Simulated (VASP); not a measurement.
# NiO: energy against the angle between moments

NiO, Fm-3m (no. 225), 4 atoms in the cell. PBE, DFT+U, constrained local moments; PAW potentials Ni, O (PBE set).

Hubbard U (eV): Ni shell d, U 5; LDAUTYPE: 2; I_CONSTRAINED_M: 4; LAMBDA: 10.

## Input

INCAR.step1:
```
SYSTEM = NiO
PREC = Accurate
ENCUT = 450
EDIFF = 1E-4
NELM = 200
ALGO = All
ISMEAR = 0
SIGMA = 0.05
LREAL = .FALSE.
LASPH = .TRUE.
LMAXMIX = 4
LORBIT = 11
LWAVE = .TRUE.
LCHARG = .TRUE.
GGA = PE
LNONCOLLINEAR = .TRUE.
ISYM = -1
GGA_COMPAT = .FALSE.
I_CONSTRAINED_M = 4
RWIGS = 1.36 0.72
NBANDS = 50
AMIX = 0.2
BMIX = 1E-4
AMIX_MAG = 0.8
BMIX_MAG = 1E-4
LDAU = .TRUE.
LDAUTYPE = 2
LDAUL = 2 -1
LDAUU = 5 0
LDAUJ = 0 0
LDAUPRINT = 1
MAGMOM = 2 0 0 2 0 0 0 0 0 0 0 0
M_CONSTR = 2 0 0 2 0 0 0 0 0 0 0 0
LAMBDA = 1.0
```

INCAR.step2, as INCAR.step1 but for:
```
- EDIFF = 1E-4
- LWAVE = .TRUE.
- LCHARG = .TRUE.
- LAMBDA = 1.0
+ EDIFF = 1E-6
+ LWAVE = .FALSE.
+ LCHARG = .FALSE.
+ LAMBDA = 10
+ ISTART = 1
+ ICHARG = 1
```

INCAR.step3:
```
SYSTEM = NiO
PREC = Accurate
ENCUT = 450
EDIFF = 1E-4
NELM = 200
ALGO = All
ISMEAR = 0
SIGMA = 0.05
LREAL = .FALSE.
LASPH = .TRUE.
LMAXMIX = 4
LORBIT = 11
LWAVE = .TRUE.
LCHARG = .TRUE.
GGA = PE
LNONCOLLINEAR = .TRUE.
ISYM = -1
GGA_COMPAT = .FALSE.
I_CONSTRAINED_M = 4
RWIGS = 1.36 0.72
NBANDS = 50
AMIX = 0.2
BMIX = 1E-4
AMIX_MAG = 0.8
BMIX_MAG = 1E-4
LDAU = .TRUE.
LDAUTYPE = 2
LDAUL = 2 -1
LDAUU = 5 0
LDAUJ = 0 0
LDAUPRINT = 1
MAGMOM = 1.9319 0.5176 0 1.9319 -0.5176 0 0 0 0 0 0 0
M_CONSTR = 1.9319 0.5176 0 1.9319 -0.5176 0 0 0 0 0 0 0
LAMBDA = 1.0
```

INCAR.step4, as INCAR.step3 but for:
```
- EDIFF = 1E-4
- LWAVE = .TRUE.
- LCHARG = .TRUE.
- LAMBDA = 1.0
+ EDIFF = 1E-6
+ LWAVE = .FALSE.
+ LCHARG = .FALSE.
+ LAMBDA = 10
+ ISTART = 1
+ ICHARG = 1
```

INCAR.step5:
```
SYSTEM = NiO
PREC = Accurate
ENCUT = 450
EDIFF = 1E-4
NELM = 200
ALGO = All
ISMEAR = 0
SIGMA = 0.05
LREAL = .FALSE.
LASPH = .TRUE.
LMAXMIX = 4
LORBIT = 11
LWAVE = .TRUE.
LCHARG = .TRUE.
GGA = PE
LNONCOLLINEAR = .TRUE.
ISYM = -1
GGA_COMPAT = .FALSE.
I_CONSTRAINED_M = 4
RWIGS = 1.36 0.72
NBANDS = 50
AMIX = 0.2
BMIX = 1E-4
AMIX_MAG = 0.8
BMIX_MAG = 1E-4
LDAU = .TRUE.
LDAUTYPE = 2
LDAUL = 2 -1
LDAUU = 5 0
LDAUJ = 0 0
LDAUPRINT = 1
MAGMOM = 1.7321 1 0 1.7321 -1 0 0 0 0 0 0 0
M_CONSTR = 1.7321 1 0 1.7321 -1 0 0 0 0 0 0 0
LAMBDA = 1.0
```

INCAR.step6, as INCAR.step5 but for:
```
- EDIFF = 1E-4
- LWAVE = .TRUE.
- LCHARG = .TRUE.
- LAMBDA = 1.0
+ EDIFF = 1E-6
+ LWAVE = .FALSE.
+ LCHARG = .FALSE.
+ LAMBDA = 10
+ ISTART = 1
+ ICHARG = 1
```

INCAR.step7:
```
SYSTEM = NiO
PREC = Accurate
ENCUT = 450
EDIFF = 1E-4
NELM = 200
ALGO = All
ISMEAR = 0
SIGMA = 0.05
LREAL = .FALSE.
LASPH = .TRUE.
LMAXMIX = 4
LORBIT = 11
LWAVE = .TRUE.
LCHARG = .TRUE.
GGA = PE
LNONCOLLINEAR = .TRUE.
ISYM = -1
GGA_COMPAT = .FALSE.
I_CONSTRAINED_M = 4
RWIGS = 1.36 0.72
NBANDS = 50
AMIX = 0.2
BMIX = 1E-4
AMIX_MAG = 0.8
BMIX_MAG = 1E-4
LDAU = .TRUE.
LDAUTYPE = 2
LDAUL = 2 -1
LDAUU = 5 0
LDAUJ = 0 0
LDAUPRINT = 1
MAGMOM = 1.4142 1.4142 0 1.4142 -1.4142 0 0 0 0 0 0 0
M_CONSTR = 1.4142 1.4142 0 1.4142 -1.4142 0 0 0 0 0 0 0
LAMBDA = 1.0
```

INCAR.step8, as INCAR.step7 but for:
```
- EDIFF = 1E-4
- LWAVE = .TRUE.
- LCHARG = .TRUE.
- LAMBDA = 1.0
+ EDIFF = 1E-6
+ LWAVE = .FALSE.
+ LCHARG = .FALSE.
+ LAMBDA = 10
+ ISTART = 1
+ ICHARG = 1
```

INCAR.step9:
```
SYSTEM = NiO
PREC = Accurate
ENCUT = 450
EDIFF = 1E-4
NELM = 200
ALGO = All
ISMEAR = 0
SIGMA = 0.05
LREAL = .FALSE.
LASPH = .TRUE.
LMAXMIX = 4
LORBIT = 11
LWAVE = .TRUE.
LCHARG = .TRUE.
GGA = PE
LNONCOLLINEAR = .TRUE.
ISYM = -1
GGA_COMPAT = .FALSE.
I_CONSTRAINED_M = 4
RWIGS = 1.36 0.72
NBANDS = 50
AMIX = 0.2
BMIX = 1E-4
AMIX_MAG = 0.8
BMIX_MAG = 1E-4
LDAU = .TRUE.
LDAUTYPE = 2
LDAUL = 2 -1
LDAUU = 5 0
LDAUJ = 0 0
LDAUPRINT = 1
MAGMOM = 1 1.7321 0 1 -1.7321 0 0 0 0 0 0 0
M_CONSTR = 1 1.7321 0 1 -1.7321 0 0 0 0 0 0 0
LAMBDA = 1.0
```

INCAR.step10, as INCAR.step9 but for:
```
- EDIFF = 1E-4
- LWAVE = .TRUE.
- LCHARG = .TRUE.
- LAMBDA = 1.0
+ EDIFF = 1E-6
+ LWAVE = .FALSE.
+ LCHARG = .FALSE.
+ LAMBDA = 10
+ ISTART = 1
+ ICHARG = 1
```

INCAR.step11:
```
SYSTEM = NiO
PREC = Accurate
ENCUT = 450
EDIFF = 1E-4
NELM = 200
ALGO = All
ISMEAR = 0
SIGMA = 0.05
LREAL = .FALSE.
LASPH = .TRUE.
LMAXMIX = 4
LORBIT = 11
LWAVE = .TRUE.
LCHARG = .TRUE.
GGA = PE
LNONCOLLINEAR = .TRUE.
ISYM = -1
GGA_COMPAT = .FALSE.
I_CONSTRAINED_M = 4
RWIGS = 1.36 0.72
NBANDS = 50
AMIX = 0.2
BMIX = 1E-4
AMIX_MAG = 0.8
BMIX_MAG = 1E-4
LDAU = .TRUE.
LDAUTYPE = 2
LDAUL = 2 -1
LDAUU = 5 0
LDAUJ = 0 0
LDAUPRINT = 1
MAGMOM = 0.5176 1.9319 0 0.5176 -1.9319 0 0 0 0 0 0 0
M_CONSTR = 0.5176 1.9319 0 0.5176 -1.9319 0 0 0 0 0 0 0
LAMBDA = 1.0
```

INCAR.step12, as INCAR.step11 but for:
```
- EDIFF = 1E-4
- LWAVE = .TRUE.
- LCHARG = .TRUE.
- LAMBDA = 1.0
+ EDIFF = 1E-6
+ LWAVE = .FALSE.
+ LCHARG = .FALSE.
+ LAMBDA = 10
+ ISTART = 1
+ ICHARG = 1
```

INCAR.step13:
```
SYSTEM = NiO
PREC = Accurate
ENCUT = 450
EDIFF = 1E-4
NELM = 200
ALGO = All
ISMEAR = 0
SIGMA = 0.05
LREAL = .FALSE.
LASPH = .TRUE.
LMAXMIX = 4
LORBIT = 11
LWAVE = .TRUE.
LCHARG = .TRUE.
GGA = PE
LNONCOLLINEAR = .TRUE.
ISYM = -1
GGA_COMPAT = .FALSE.
I_CONSTRAINED_M = 4
RWIGS = 1.36 0.72
NBANDS = 50
AMIX = 0.2
BMIX = 1E-4
AMIX_MAG = 0.8
BMIX_MAG = 1E-4
LDAU = .TRUE.
LDAUTYPE = 2
LDAUL = 2 -1
LDAUU = 5 0
LDAUJ = 0 0
LDAUPRINT = 1
MAGMOM = 0 2 0 0 -2 0 0 0 0 0 0 0
M_CONSTR = 0 2 0 0 -2 0 0 0 0 0 0 0
LAMBDA = 1.0
```

INCAR.step14, as INCAR.step13 but for:
```
- EDIFF = 1E-4
- LWAVE = .TRUE.
- LCHARG = .TRUE.
- LAMBDA = 1.0
+ EDIFF = 1E-6
+ LWAVE = .FALSE.
+ LCHARG = .FALSE.
+ LAMBDA = 10
+ ISTART = 1
+ ICHARG = 1
```

KPOINTS:
```
k-points
0
Gamma
  7 7 7
```

POSCAR:
```
NiO
1.0
    0.0000000000      2.0859016414      2.0859016414
    2.0859016414      0.0000000000      2.0859016414
    4.1718032828      2.0859016414     -2.0859016414
Ni O
2 2
Direct
    0.0000000000      0.0000000000      0.0000000000
    0.5000000000      0.0000000000      0.5000000000
    0.7500000000      0.5000000000      0.2500000000
    0.2500000000      0.5000000000      0.7500000000
```

Commands (each step's output is kept before the next begins):
```
cat potpaw_PBE.64/Ni/POTCAR potpaw_PBE.64/O/POTCAR > POTCAR
cp INCAR.step1 INCAR
mpirun -np 8 vasp_ncl > vasp.out
cp INCAR.step2 INCAR
mpirun -np 8 vasp_ncl > vasp.out
rm WAVECAR CHGCAR CHG
cp INCAR.step3 INCAR
mpirun -np 8 vasp_ncl > vasp.out
cp INCAR.step4 INCAR
mpirun -np 8 vasp_ncl > vasp.out
rm WAVECAR CHGCAR CHG
cp INCAR.step5 INCAR
mpirun -np 8 vasp_ncl > vasp.out
cp INCAR.step6 INCAR
mpirun -np 8 vasp_ncl > vasp.out
rm WAVECAR CHGCAR CHG
cp INCAR.step7 INCAR
mpirun -np 8 vasp_ncl > vasp.out
cp INCAR.step8 INCAR
mpirun -np 8 vasp_ncl > vasp.out
rm WAVECAR CHGCAR CHG
cp INCAR.step9 INCAR
mpirun -np 8 vasp_ncl > vasp.out
cp INCAR.step10 INCAR
mpirun -np 8 vasp_ncl > vasp.out
rm WAVECAR CHGCAR CHG
cp INCAR.step11 INCAR
mpirun -np 8 vasp_ncl > vasp.out
cp INCAR.step12 INCAR
mpirun -np 8 vasp_ncl > vasp.out
rm WAVECAR CHGCAR CHG
cp INCAR.step13 INCAR
mpirun -np 8 vasp_ncl > vasp.out
cp INCAR.step14 INCAR
mpirun -np 8 vasp_ncl > vasp.out
```

## Result

- Bilinear coupling (meV per cell): -102.2
- Biquadratic coupling (meV per cell): -2.7

Energy by angle between the two moments, penalty taken off:

| Angle set | Energy (meV per cell) | Penalty (meV) |
|---|---|---|
| 0 | 0.0 | 0.00 |
| 30 | -15.0 | 0.17 |
| 60 | -54.5 | 0.50 |
| 90 | -105.7 | 0.58 |
| 120 | -155.0 | 0.44 |
| 150 | -191.1 | 0.17 |
| 180 | -206.2 | 0.00 |

DFT+U with 5 eV on Ni d.

The fit is E = E0 - J cos(angle) - B cos(angle)^2.

VASP 6.6.1 took 1705 s on 8 cores (AMD EPYC 9R45 (Zen 5)), a shared host.
